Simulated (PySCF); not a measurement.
Geometries of 3 isomers of C4H10O, from PBE0-D3(BJ)/def2-SVP geometry optimisation, gas phase (PySCF 2.14.0). One conformer each, no zero-point energy, no frequencies.

Question: Which is lowest in electronic energy at this level?
A.
```xyz
15
angstrom
C      0.166   -1.362   -0.451
C     -0.090   -0.018    0.228
C     -0.890    0.906   -0.688
C      1.222    0.636    0.636
O     -0.799   -0.222    1.440
H      0.754   -1.247   -1.374
H      0.710   -2.032    0.231
H     -0.786   -1.849   -0.721
H     -1.098    1.857   -0.177
H     -0.349    1.120   -1.622
H     -1.854    0.445   -0.960
H      1.847    0.855   -0.243
H      1.783   -0.028    1.311
H      1.023    1.576    1.172
H     -1.639   -0.638    1.219
```
B.
```xyz
15
angstrom
C      1.931    0.580   -0.285
O      0.963   -0.412   -0.400
C     -0.230   -0.179    0.315
C     -0.944   -1.512    0.411
C     -1.092    0.888   -0.345
H      2.830    0.233   -0.814
H      2.204    0.772    0.773
H      1.624    1.544   -0.734
H      0.030    0.161    1.341
H     -1.185   -1.882   -0.598
H     -1.879   -1.420    0.982
H     -0.300   -2.256    0.901
H     -0.573    1.857   -0.405
H     -1.359    0.578   -1.367
H     -2.020    1.046    0.224
```
C.
```xyz
15
angstrom
C      2.000   -0.241    0.068
C      0.564   -0.699   -0.116
C     -0.458    0.385    0.188
C     -1.887   -0.114    0.050
O     -0.204    1.455   -0.697
H      2.714   -1.035   -0.201
H      2.197    0.046    1.114
H      2.205    0.635   -0.563
H      0.403   -1.029   -1.157
H      0.350   -1.570    0.527
H     -0.299    0.716    1.238
H     -2.092   -0.943    0.745
H     -2.610    0.689    0.270
H     -2.070   -0.465   -0.977
H     -0.813    2.169   -0.487
```

Answer: A. That is `CC(C)(C)O`, 2.7 kcal/mol below the next.

| SMILES | atoms numbered as above | E (Eh) | relative (kcal/mol) | relative (kJ/mol) | dipole (D) |
| --- | --- | --- | --- | --- | --- |
| CC(C)(C)O | [CH3:1][C:2]([CH3:3])([CH3:4])[OH:5] | -233.23647 | 0.0 | 0.0 | 1.49 |
| CC[C@H](C)O | [CH3:1][CH2:2][C@H:3]([CH3:4])[OH:5] | -233.23219 | 2.7 | 11.2 | 1.50 |
| COC(C)C | [CH3:1][O:2][CH:3]([CH3:4])[CH3:5] | -233.21774 | 11.8 | 49.2 | 1.18 |

As drawn, the lowest has an O–H bond, which the highest lacks.
